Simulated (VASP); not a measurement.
# CdS: forms and broadenings of the independent-particle spectrum

CdS, F-43m (no. 216), 2 atoms in the cell. PBE, independent-particle dielectric function; PAW potentials Cd, S (PBE set).

## Input

INCAR.step1:
```
SYSTEM = CdS
EDIFF = 1E-8
ENCUT = 320
ISMEAR = 0
KPAR = 4
LASPH = .TRUE.
LCHARG = .FALSE.
LEPSILON = .TRUE.
LWAVE = .FALSE.
PREC = Accurate
SIGMA = 0.02
```

INCAR.step2, as INCAR.step1 but for:
```
- LEPSILON = .TRUE.
- LWAVE = .FALSE.
+ LWAVE = .TRUE.
+ NBANDS = 41
```

INCAR.step3:
```
SYSTEM = CdS
ALGO = None
CSHIFT = 0.1
EDIFF = 1E-7
ENCUT = 320
ISMEAR = 0
ISTART = 1
KPAR = 4
LASPH = .TRUE.
LCHARG = .FALSE.
LOPTICS = .TRUE.
LWAVE = .FALSE.
NBANDS = 41
NEDOS = 2000
NELM = 1
PREC = Accurate
SIGMA = 0.02
```

INCAR.step4, as INCAR.step3 but for:
```
+ LNABLA = .TRUE.
```

INCAR.step5, as INCAR.step4 but for:
```
- LNABLA = .TRUE.
+ IPEAD = 1
+ LPEAD = .TRUE.
```

INCAR.step6, as INCAR.step5 but for:
```
- IPEAD = 1
+ IPEAD = 2
```

INCAR.step7 changes the same tag again: IPEAD = 4.

INCAR.step8, as INCAR.step7 but for:
```
- CSHIFT = 0.1
- IPEAD = 4
- LPEAD = .TRUE.
+ CSHIFT = 0.2
```

INCAR.step9, as INCAR.step8 but for:
```
- CSHIFT = 0.2
+ CSHIFT = 0.5
```

INCAR.step10 changes the same tag again: CSHIFT = 0.05.

INCAR.step11, as INCAR.step10 but for:
```
- CSHIFT = 0.05
- ISMEAR = 0
+ CSHIFT = 0.1
+ ISMEAR = -5
```

INCAR.step12, as INCAR.step11 but for:
```
- ISMEAR = -5
- SIGMA = 0.02
+ ISMEAR = 0
+ SIGMA = 0.2
```

INCAR.step13, as INCAR.step12 but for:
```
- SIGMA = 0.2
+ OMEGAMAX = 12
+ SIGMA = 0.02
```

INCAR.step14, as INCAR.step13 but for:
```
- OMEGAMAX = 12
+ OMEGAMAX = 60
```

KPOINTS:
```
k-points
0
Gamma
  12 12 12
```

POSCAR:
```
CdS
1.0
    0.0000000000      2.9165000000      2.9165000000
    2.9165000000      0.0000000000      2.9165000000
    2.9165000000      2.9165000000      0.0000000000
Cd S
1 1
Direct
    0.0000000000      0.0000000000      0.0000000000
    0.7500000000      0.7500000000      0.7500000000
```

Commands (each step's output is kept before the next begins):
```
cat potpaw_PBE.64/Cd/POTCAR potpaw_PBE.64/S/POTCAR > POTCAR
cp INCAR.step1 INCAR
mpirun -np 4 vasp_std > vasp.out
rm WAVECAR CHG
cp INCAR.step2 INCAR
mpirun -np 4 vasp_std > vasp.out
cp INCAR.step3 INCAR
mpirun -np 4 vasp_std > vasp.out
cp INCAR.step4 INCAR
mpirun -np 4 vasp_std > vasp.out
cp INCAR.step5 INCAR
mpirun -np 4 vasp_std > vasp.out
cp INCAR.step6 INCAR
mpirun -np 4 vasp_std > vasp.out
cp INCAR.step7 INCAR
mpirun -np 4 vasp_std > vasp.out
cp INCAR.step8 INCAR
mpirun -np 4 vasp_std > vasp.out
cp INCAR.step9 INCAR
mpirun -np 4 vasp_std > vasp.out
cp INCAR.step10 INCAR
mpirun -np 4 vasp_std > vasp.out
cp INCAR.step11 INCAR
mpirun -np 4 vasp_std > vasp.out
cp INCAR.step12 INCAR
mpirun -np 4 vasp_std > vasp.out
cp INCAR.step13 INCAR
mpirun -np 4 vasp_std > vasp.out
cp INCAR.step14 INCAR
mpirun -np 4 vasp_std > vasp.out
```

## Result

- Direct gap on the mesh (eV): 1.14
- Gap on the mesh (eV): 1.14
- Bands: 41

One ground state, settings moved in the last step alone:

| Settings | ε at zero frequency | Mean energy of the absorption, weighted by Im ε (eV) | Time (s) |
|---|---|---|---|
| longitudinal form, CSHIFT 0.1 | 6.47 | 6.42 | 2 |
| transversal form (LNABLA) | 7.08 | 6.52 | 2 |
| finite differences (LPEAD), order 1 | 6.18 | 6.51 | 3 |
| finite differences (LPEAD), order 2 | 6.37 | 6.44 | 4 |
| finite differences (LPEAD), order 4 | 6.40 | 6.43 | 7 |
| CSHIFT 0.2 | 6.46 | 6.42 | 2 |
| CSHIFT 0.5 | 6.37 | 6.45 | 2 |
| CSHIFT 0.05 | 6.47 | 6.42 | 2 |
| tetrahedron method | 6.32 | 6.47 | 2 |
| SIGMA 0.2 | 6.48 | 6.42 | 2 |
| OMEGAMAX 12, which cuts the spectrum short | 6.10 | 6.39 | 2 |
| OMEGAMAX 60 | 6.47 | 6.42 | 2 |

The mean energy covers the spectrum up to 12 eV.

On the same mesh, density-functional perturbation theory with local fields gives ε = 6.20.

Limits: Spin-orbit coupling is left out, which can matter with atoms this heavy.

VASP 6.6.1 took 127 s on 4 cores (AMD EPYC 9R45 (Zen 5)), a shared host.
